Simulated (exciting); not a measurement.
Runs of exciting (release sodium) on BP. The structure is cubic, space group F-43m (No. 216). Conventional cell: a = 4.538 Å, b = 4.538 Å, c = 4.538 Å, α = 90.00°, β = 90.00°, γ = 90.00°. Around P (site symmetry -43m) lie 4 B at 1.97 Å. Around B (site symmetry -43m) lie 4 P at 1.97 Å. 

| task | level | potentials or basis | k mesh | smearing | outputlevel | lmaxapw (and lmaxmat) | nempty | valence relativity | epsengy | rgkmax | mesh quality | gap on the mesh (eV) |
| --- | --- | --- | --- | --- | --- | --- | --- | --- | --- | --- | --- | --- |
| single point | PBE | all-electron LAPW+lo, shipped species files, valence relativity iora* | 10 × 10 × 10 | gaussian 0.011 eV | high | 10 | 10 | iora* | 1e-05 Ha | 7 | not flagged | 1.25 |
| density of states | PBE+TS | all-electron LAPW+lo, shipped species files with second energy derivatives, valence relativity iora* | 10 × 10 × 10 | methfessel-paxton 0.01 eV | normal | 10 | 10 | iora* | 1e-05 Ha | 6 | not flagged | 1.24 |
| Wannier functions | PBE | all-electron LAPW+lo, shipped species files, valence relativity iora* | 6 × 6 × 6 | gaussian 0.005 eV | - | 10 | 10 | iora* | 1e-05 Ha | 5.5 | not flagged | 1.33 |
| single point | PBE | all-electron LAPW+lo, shipped species files, valence relativity iora* | 10 × 10 × 10 | gaussian 0.02 eV | normal | 10 | 10 | iora* | 1e-05 Ha | 7 | not flagged | 1.25 |
| band structure | PBE | all-electron LAPW+lo, shipped species files, valence relativity iora* | 10 × 10 × 10 | fermi-dirac 0.05 eV | low | 10 | 10 | iora* | 1e-05 Ha | 7 | not flagged | 1.25 |
| single point | PBEsol | all-electron LAPW+lo, shipped species files, valence relativity iora* | 10 × 10 × 10 | gaussian 0.1 eV | high | 10 | 10 | iora* | 1e-05 Ha | 7 | not flagged | 1.14 |
| single point | PBE0 | all-electron LAPW+lo, shipped species files, valence relativity zora | 4 × 4 × 4 | gaussian 0.005 eV | - | 8 | 30 | zora | 1e-05 Ha | 5.5 | coarse | (a) |
| band structure | Xalpha+TS | all-electron LAPW+lo, shipped species files, valence relativity iora* | 10 × 10 × 10 | gaussian 0.0272 eV | low | 10 | 10 | iora* | 1e-06 Ha | 6 | not flagged | 1.09 |
| band structure | PBEsol | all-electron LAPW+lo, shipped species files, valence relativity iora* | 10 × 10 × 10 | fermi-dirac 0.05 eV | normal | 10 | 10 | iora* | 1e-05 Ha | 7 | not flagged | 1.14 |
| Wannier functions | PBE | all-electron LAPW+lo, shipped species files, valence relativity iora* | 8 × 8 × 8 | gaussian 0.005 eV | - | 10 | 10 | iora* | 1e-06 Ha | 5.5 | not flagged | (b) |
| single point | PBEsol | all-electron LAPW+lo, shipped species files, valence relativity iora* | 6 × 6 × 6 | gaussian 0.027 eV | normal | 10 | 10 | iora* | 1e-05 Ha | 6 | not flagged | 1.23 |

Alike in all rows: no spin polarisation; cell as given.

Q: Fill in the values left out.

A: (a) 2.88; (b) 1.27.

Caveats: some runs use coarse meshes; the dispersion energy is computed afterwards and isn't part of the total energy (some runs).

A k mesh can miss the band edges.

Not every run made on this cell is shown here.
